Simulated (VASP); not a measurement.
The system is Sb.

```
Sb
1.0
     3.06558    0.00000    0.01521
     0.00000    4.32898    0.00000
    -0.01667    0.00000    4.32950
Sb
2
Direct
  0.00043 0.75000 0.74994
  0.99957 0.25000 0.25006
```

This isn't the form of Sb at room conditions, which is rhombohedral.

Base run:

* Program: VASP 6.6.1
* Functional: r2SCAN
* Potentials or basis: VASP PAW PBE potentials, release 64 (Sb)
* Cutoff: 520 eV
* k mesh: 14 × 10 × 10
* Occupations: gaussian, width 0.1 eV
* Spin: no spin polarisation

Its results: band gap on the k mesh none (metal or under the smearing width); pressure 1.4 GPa.

Problem. The run is repeated on the same cell with these changes: functional from r2SCAN to PBEsol; cutoff from 520 eV to 900 eV. What comes out?

Solution. Band gap on the k mesh none (metal or under the smearing width); pressure 0.0 GPa.

Caveats: the PAW data sets were made with another functional, which shifts forces and pressure a little.
